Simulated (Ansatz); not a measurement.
Ansatz input file:

```yaml
crystal:
  lattice:
    - [0.0, 3.0, 3.0]
    - [3.0, 0.0, 3.0]
    - [3.0, 3.0, 0.0]
  atoms:
    - { symbol: Al, position: [0.25, 0.25, 0.25] }
    - { symbol: Al, position: [0.7982833333, 0.69713, 0.73667] }
    - { symbol: Au, position: [0.0, 0.0, 0.0] }
basis:
  ecutwfc: 420
kpoints:
  mp_grid: { grid: [10, 10, 10] }
hamiltonian:
  xc: pbe
scf:
  occupations: { method: gaussian, width: 0.1 }
output:
  forces: true
  stress: true
  eigenvalues: true
  write_density: true
  write_potential: true
  elf: true
  volumetric_format: npy
```

Run as
```bash
ansatz run input.yaml --threads 1 --pin off --max-ram 1331MiB --backend cpu --events-out ev --progress --plain --runs-dir out
```

Method: Ansatz, DFT PBE, scalar-relativistic, plane waves, PAW.

Part of what the program printed, abridged:

```
Pseudopotentials: kind: paw
Pseudopotential: Al, paw, valence charge 3, recommended cutoff 420 eV (normal)
Pseudopotential: Au, paw, valence charge 19, recommended cutoff 420 eV (normal)
Functional definition: PBE
Crystal: 3 atoms, lattice volume = 54.000 Å³
Basis set: ecut = 420 eV, 1067 PW (Γ), exchange–correlation on 60×60×60 points (8 copies of the dense FFT grid, shifted against one another)
Bands: 17, of which v1, the nominal top of the filled ones, is band 13 counted from 1 (12 counted from 0)
Symmetry: 1 space group operations
Space group: P1 (ITA 1), of the structure as read, at distance tolerance 3.8e-5 Å
k-points: 504 of 1000 (time reversal used)
Initial density: superposition of atomic densities (neutral atoms: chi_scale 0, normalization atom), corrected by the library's trained network
Initial wavefunctions: pseudopotential atomic-orbital guess
Functional: x = pbe(κ = 0.804, μ = 0.21951497), c = pbe(β = 0.06672455)
SCF iter   1: F=—  HF=-14225.470643 eV  |F-HF|=—  |Δ(HF+E_count)|=         —  Δρ=2.46e-3  dr2=3.02e-3  ethr=1.77e-3  ⟨swp⟩=5.4  Hψ=43750  notcnv=0
SCF iter   2: F=—  HF=-14225.471079 eV  |F-HF|=—  |Δ(HF+E_count)|=   4.36e-4  Δρ=1.26e-3  dr2=9.68e-4  ethr=1.21e-5  ⟨swp⟩=2.1  Hψ=15424  notcnv=0
SCF iter   3: F=—  HF=-14225.471311 eV  |F-HF|=—  |Δ(HF+E_count)|=   2.31e-4  Δρ=5.89e-4  dr2=2.68e-4  ethr=3.87e-6  ⟨swp⟩=1.0  Hψ=8434  notcnv=0
SCF iter   4: F=—  HF=-14225.471401 eV  |F-HF|=—  |Δ(HF+E_count)|=   9.09e-5  Δρ=1.37e-4  dr2=1.71e-5  ethr=1.07e-6  ⟨swp⟩=2.1  Hψ=12173  notcnv=0
SCF iter   5: F=—  HF=-14225.471410 eV  |F-HF|=—  |Δ(HF+E_count)|=   8.66e-6  Δρ=4.55e-5  dr2=2.25e-6  ethr=6.86e-8  ⟨swp⟩=2.0  Hψ=12139  notcnv=0
SCF iter   6: F=-14225.471411 eV  HF=-14225.471411 eV  |F-HF|=4.44e-8  |Δ(HF+E_count)|=   1.11e-6  Δρ=1.23e-5  dr2=8.17e-8  ethr=4.00e-10  ⟨swp⟩=8.4  Hψ=63819  notcnv=0
SCF 1 converged in 6 iterations: F = -14225.471411 eV  dr2 = 8.17e-8
SCF converged after 6 iterations
Free energy (F): -14225.471411 eV
Harris-Foulkes:  -14225.471411 eV  (|F-HF|=4.44e-8)
Internal energy: -14225.467547 eV  (E = F + TS)
E sigma→0 (E₀):  -14225.469479 eV
Entropy (-TS):   -0.003864 eV (-1.288 meV/atom)
Fermi energy:    11.247300 eV
--- Per-component energies (eV) ---
  E_band       = -374.853368
  E_kinetic    = 650.870154
  E_local      = -2967.941235  (includes V_loc(G=0)·N_el)
  E_nonlocal   = 88.654070
  E_hartree    = 1277.272816
  E_xc         = -309.723473
  E_vxc        = -336.281615  (∫ρ·V_xc dr)
  E_paw        = -10638.434179  (= ΣΔE_a)
  E_vpaw       = -364.717247  (= ΣTr[D̂ρ^β])
  E_aug_tail   = 0.001395  (compensation charges beyond the density's cutoff)
  E_ewald      = -2326.167094
  E_smearing   = -0.003864  (= −TS)
--- Forces (eV/Å), atoms counted from 1 ---
  atom   1  Al    -0.30565856     0.13800541    -0.02772780
  atom   2  Al     1.19149650    -0.67949515     0.41987388
  atom   3  Au    -0.88580976     0.54147787    -0.39214686
--- Stress (GPa, compression-positive) ---
        5.349328      -1.158059       2.421104
       -1.158059       4.823578      -4.345096
        2.421101      -4.345095       4.714458
  P = ⅓ Tr σ = 4.9625 GPa (49.625 kbar)
--- Band table (eV; the first three rows and the last of 504) ---
  k-point 0: bands = ["-95.9365", "-47.3850", "-47.3148", "-47.2795", "0.6895", "4.5449", "4.6263", "4.7677", "5.5953", "5.6347", "13.4605", "13.8364", "14.2367", "14.3169", "15.1054", "15.2428", "15.2802"]
  k-point 1: bands = ["-95.9365", "-47.3851", "-47.3148", "-47.2795", "0.8221", "4.5467", "4.6241", "4.7924", "5.5906", "5.6232", "12.2790", "13.3831", "13.7452", "13.9016", "15.7377", "15.7683", "16.2264"]
  k-point 2: bands = ["-95.9365", "-47.3852", "-47.3150", "-47.2796", "1.2094", "4.4616", "4.7154", "4.8494", "5.5900", "5.6083", "10.1740", "12.6798", "13.2060", "13.9219", "15.6365", "15.9771", "16.2244"]
  k-point 503: bands = ["-95.9365", "-47.3852", "-47.3155", "-47.2800", "2.6223", "4.7646", "4.8518", "4.9734", "5.6585", "5.7850", "5.9560", "11.3438", "12.0780", "14.2620", "14.8053", "14.8935", "15.4181"]
```

Self-consistency was reached.

Spin–orbit coupling is left out, which can shift energies with elements as heavy as these.